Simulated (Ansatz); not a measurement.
**How the field gradients follow the size of the cell in ZnS**

Reference cell: a structure deposited in the COD, whose atoms a relaxation with PBE at fixed cell left in place.

```cif
data_structure
_symmetry_space_group_name_H-M 'P 1'
_symmetry_Int_Tables_number 1
_cell_length_a 3.8227
_cell_length_b 3.8227
_cell_length_c 6.2607
_cell_angle_alpha 90.000
_cell_angle_beta 90.000
_cell_angle_gamma 120.000
_cell_volume 79.23
loop_
_atom_site_label
_atom_site_type_symbol
_atom_site_fract_x
_atom_site_fract_y
_atom_site_fract_z
_atom_site_occupancy
Zn1 Zn 0.33333 0.66667 0.00000 1
Zn2 Zn 0.66667 0.33333 0.50000 1
S3 S 0.33333 0.66667 0.37480 1
S4 S 0.66667 0.33333 0.87480 1
```

Atoms are numbered from 1 in the order listed; like atoms form one site, named after its first atom.

All values are calculated (Ansatz; DFT, PBE, plane waves and PAW, scalar-relativistic, 420 eV cutoff, Γ-centred 13×13×7 k-points, Fermi–Dirac smearing 0.02 eV), not measured.

The cell is scaled uniformly, and the ions relax again at each size.

```
V/V₀   Zn V_zz (η)   S V_zz (η)
0.94             ?            ?
0.96  0.048 (0.00)  0.23 (0.00)
0.98  0.055 (0.00)  0.23 (0.00)
1.00  0.051 (0.00)  0.22 (0.00)
1.02  0.056 (0.00)  0.21 (0.00)
1.04  0.054 (0.00)  0.21 (0.00)
1.06  0.052 (0.00)  0.21 (0.00)
```

(1) Fill in the row for V/V₀ = 0.94 (V_zz in 10²¹ V/m²).

Results:

(1) Zn: 0.045 (0.00), S: 0.24 (0.00).
